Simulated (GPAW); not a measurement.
A run of GPAW 26.7.0:

File run.py:

```python
import numpy as np
from ase.dft.bandgap import bandgap
from ase.io import read, write
from ase.units import GPa
from gpaw import GPAW, PW
from gpaw.spinorbit import soc_eigenstates

atoms = read('HfO2.cif')

calc = GPAW(mode=PW(800),
            xc='revPBE',
            kpts={'size': (7, 7, 7), 'gamma': True},
            occupations={'name': 'fermi-dirac', 'width': 0.05},
            nbands=24,
            convergence={'density': 1e-05, 'energy': 1e-05},
            maxiter=150,
            txt='gpaw.txt')
atoms.calc = calc
energy = atoms.get_potential_energy()
forces = atoms.get_forces()
stress = atoms.get_stress()
calc.write('gs.gpw')
write('result.traj', atoms)
print(f'Energy: {energy:.6f} eV')
print('Forces (eV/A):')
print(forces.round(4))
print('Stress (GPa):', (stress / GPa).round(3))
print('Fermi level:', round(calc.get_fermi_level(), 4), 'eV')
print(f'Gap: {bandgap(calc)[0]:.4f} eV, direct: {bandgap(calc, direct=True)[0]:.4f} eV')

path = atoms.cell.bandpath('GXWKGLUWLK,UX', npoints=80, eps=1e-4)
bs_calc = calc.fixed_density(kpts=path, symmetry='off', nbands=35,
                             convergence={'bands': 'CBM+6.0', 'eigenstates': 1e-6}, txt='bands.txt')
bs = bs_calc.band_structure()
bs.write('bs.json')
print(f'Gap on the path: {bandgap(bs_calc)[0]:.4f} eV')

soc = soc_eigenstates(bs_calc, theta=0, phi=0)
np.savetxt('soc_bands.dat', soc.eigenvalues(), fmt='%.4f')
mesh = soc_eigenstates('gs.gpw', theta=0, phi=0)
np.savetxt('soc_mesh.dat', mesh.eigenvalues(), fmt='%.4f')
print('Fermi level with spin-orbit coupling:', round(mesh.fermi_level, 4), 'eV')
```

The input HfO2.cif:

```cif
data_HfO2
_cell_length_a 3.61685119
_cell_length_b 3.61685119
_cell_length_c 3.61685119
_cell_angle_alpha 60.00000000
_cell_angle_beta 60.00000000
_cell_angle_gamma 60.00000000
_space_group_name_H-M_alt 'P1'
_space_group_name_Hall 'P 1'
_space_group_IT_number 1
loop_
_space_group_symop_operation_xyz
'x,y,z'
loop_
_atom_site_label
_atom_site_type_symbol
_atom_site_symmetry_multiplicity
_atom_site_Wyckoff_symbol
_atom_site_fract_x
_atom_site_fract_y
_atom_site_fract_z
_atom_site_occupancy
Hf1 Hf 1 a 0.0000000000 0.0000000000 0.0000000000 1
O1 O 1 a 0.7500000000 0.7500000000 0.7500000000 1
O2 O 1 a 0.2500000000 0.2500000000 0.2500000000 1
```

Potentials or basis: the program's PAW data sets (release 1.2.1) made for this functional, pw.

The run is started by

```console
$ OMP_NUM_THREADS=1 python run.py
```

Hardware: 1 thread of Intel(R) Xeon(R) Platinum 8488C (Sapphire Rapids), with other jobs on the host.

Estimate the wall time of this run.

Wall time 41 s on 1 thread of Intel(R) Xeon(R) Platinum 8488C (Sapphire Rapids), on a shared host, peak memory 0.35 GiB. Counts: scf iterations 14, plane waves 1759, bands 24, k points 20.
